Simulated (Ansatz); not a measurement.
## BN at 3 GPa: from Born charge to LO–TO splitting and polaron coupling

Method: DFT PBEsol, scalar-relativistic, plane waves, PAW (Ansatz 0.2.0). Plane waves to 420 eV; Γ-centred k mesh 12×12×12; fixed occupations. No spin polarisation. Phonons by linear response, acoustic sum rule imposed.

The cell, relaxed at 3 GPa:
```
CELL_PARAMETERS angstrom
0.00000 1.79823 1.79823
1.79823 0.00000 1.79823
1.79823 1.79823 0.00000
ATOMIC_POSITIONS crystal
B 0.00000 0.00000 0.00000
N 0.75000 0.75000 0.75000
```

Linear response gives ν_TO = 1056.6 cm⁻¹, Born charges ±1.899 e (positive on B) and ε∞ = 4.624. The primitive cell holds 11.630 Å³, and the masses are 10.810 and 14.007 amu.

Q: Find ν_LO and the static dielectric constant.

A: The long-wave field adds a restoring force: ω_LO² − ω_TO² = Z*²e²/(ε_vac ε∞ μV). In these units ν_LO² − ν_TO² = 4.92064×10⁷ Z*²/(μ V ε∞) cm⁻², with μ = m₁m₂/(m₁ + m₂) = 6.101 amu: 540540 cm⁻². So ν_LO = √(1056.6² + 540540) = 1287.2 cm⁻¹, and the run gives 1287.2. Lyddane–Sachs–Teller then gives ε0 = ε∞ (ν_LO/ν_TO)² = 6.86, against 6.86 in the run (it forms both from the same three quantities, so the match checks the arithmetic only). Between ν_TO and ν_LO the dielectric function is negative and an undamped crystal reflects fully: a reststrahlen band from 7.8 to 9.5 μm.

Q: What do the Clausius–Mossotti polarisability and the Szigeti charge come to?

A: With the Lorentz local field, α = (3V/4π)(ε∞ − 1)/(ε∞ + 2) = 1.52 Å³ for the pair, and e_S = 3Z*/(ε∞ + 2) = 0.86 e. The Born charge includes the electrons' response to the dipole's own local field, and e_S takes that enhancement out. The Lorentz field assumes point-like polarisable ions, a poor picture once ε∞ is this large, since the electron clouds then overlap or are shared, so both numbers are formal here.

Q: How strongly does a slow electron couple to the LO mode?

A: For one isotropic parabolic band, Fröhlich's constant is α_F = (1/ε∞ − 1/ε0) √(m* Ry/ħω_LO), with Ry = 13.606 eV, ħω_LO = 159.6 meV and m* in free-electron masses: α_F = 0.0706 × 9.23 × √m* = 0.65 √m*. The band mass isn't part of this run; for m* = 0.1, 0.3 and 1 it gives 0.21, 0.36, 0.65. In weak coupling the polaron lies α_F ħω_LO below the band edge (57 meV at m* = 0.3) with a mass m*(1 + α_F/6); past α_F of about 5 or 6 that expansion fails. A semilocal functional's ε∞ tends to be too large, which taken alone lowers α_F.

Cost: 1 run of about 0.12 core-minutes, on Intel Xeon 6975P-C (Granite Rapids) (shared hosts).

The wide LO–TO gap coexists with a modest lattice contribution to the dielectric constant, which rises only from 4.624 to 6.86. Light atoms and stiff, short sp³ bonds place both modes at high frequency. The small reduced mass also enlarges the splitting, but it cancels from the static ionic response, which depends on the Born charge, the cell volume and the force constant. Stiff bonds therefore limit how far a static field can displace the sublattices. The Born charge of 1.899 e lies well below the nominal trivalent value, as expected for a polar covalent crystal, though as a dynamical quantity it doesn't measure the static charge transfer.

The same stiffness keeps the Fröhlich coupling weak for all three trial masses: the ionic part of the screening is small and the LO quantum is large. In cubic BN the conduction minimum lies at X, where the valleys are anisotropic, so these values support a weak-coupling estimate but not a direction-resolved polaron mass.
